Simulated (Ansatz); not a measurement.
Hf:

```
CELL_PARAMETERS angstrom
3.19670 0.00000 0.00000
-1.59835 2.76842 0.00000
0.00000 0.00000 5.05780
ATOMIC_POSITIONS crystal
Hf 0.66667 0.33333 0.75000
Hf 0.33333 0.66667 0.25000
```

- Program: Ansatz 0.2.0
- Task: relaxation of cell and atoms
- Functional: PBE
- Dispersion: D3(BJ)
- Potentials or basis: all-electron LAPW, scalar-relativistic
- Basis error allowed: 0.001 eV/atom
- k mesh: 10 × 10 × 5
- Occupations: fermi-dirac, width 0.05 eV
- Spin: no spin polarisation

At the start: volume 22.38 Å³/atom.

Task: How do energy, volume and symmetry change on relaxing?

Result: Over 4 steps the energy falls by 5.0 meV/atom and the volume is 21.81 Å³/atom (-2.5 %); space group P6_3/mmc (No. 194, to 0.05 Å).

The path:
```
step  energy change (eV)  largest force (eV/Å)  volume (Å³)
   1              0.0000                0.0000        44.76
   2             -0.0099                0.0000        43.68
   3             -0.0099                0.0000        43.63
   4             -0.0099                0.0000        43.63
```

Final structure:
```
CELL_PARAMETERS angstrom
3.17098 0.00000 0.00000
-1.58549 2.74615 0.00000
0.00000 0.00000 5.01013
ATOMIC_POSITIONS crystal
Hf 0.66667 0.33333 0.75000
Hf 0.33333 0.66667 0.25000
```
